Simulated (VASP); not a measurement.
Set up this calculation in VASP 6.6.1, as the native input.

- Task: relaxation of cell and atoms
- Functional: r2SCAN
- Potentials or basis: VASP PAW PBE potentials, release 64 (Ga_d, As)
- Cutoff: 600 eV
- k mesh: 8 × 8 × 8
- Occupations: gaussian, width 0.02 eV
- Spin: no spin polarisation
- Further INCAR settings: ALGO = Normal; EDIFF = 1e-06; IBRION = 2; EDIFFG = -0.01; NSW = 60; ISIF = 3

The structure of GaAs lies in POSCAR:

```
GaAs
1.0
    0.0000000000      2.8750910500      2.8750910500
    2.8750910500      0.0000000000      2.8750910500
    2.8750910500      2.8750910500      0.0000000000
Ga As
1 1
Direct
    0.0000000000      0.0000000000      0.0000000000
    0.7500000000      0.7500000000      0.7500000000
```

The cell is a database's computed one.

The input as run:

INCAR

```
ALGO = Normal
EDIFF = 1E-6
EDIFFG = -0.01
ENCUT = 600
IBRION = 2
ISIF = 3
ISMEAR = 0
LASPH = True
LCHARG = False
LMIXTAU = True
LREAL = False
LWAVE = False
METAGGA = R2SCAN
NELM = 80
NSW = 60
PREC = Accurate
SIGMA = 0.02
```

KPOINTS

```
k-points
0
Gamma
  8 8 8
```

Potentials or basis: VASP PAW PBE potentials, release 64 (Ga_d, As).

Command:

```bash
$ cat potpaw_PBE.64/Ga_d/POTCAR potpaw_PBE.64/As/POTCAR > POTCAR
$ mpirun -np 1 vasp_std > vasp.out
```

It gave:

```yaml
Relaxed_volume: 22.75 Å³/atom
Relaxed_cell: a = 4.007 Å, b = 4.007 Å, c = 4.007 Å, α = 60.00°, β = 60.00°, γ = 60.00°
Space_group_after_relaxing_to_0.05_Å: F-43m (No. 216)
Energy_gained_by_relaxing: 9.4 meV/atom
Ionic_steps: 3
Pressure_after_relaxing: 0.0 GPa
Band_gap_on_the_k_mesh: 0.94 eV, direct
```

Caveat: the PAW data sets were made with another functional, which shifts forces and pressure a little.

Run time: 5.2 min on 1 thread of AMD EPYC 7R43 64-Core Processor (Zen 3) (shared host), peak memory 0.17 GiB.
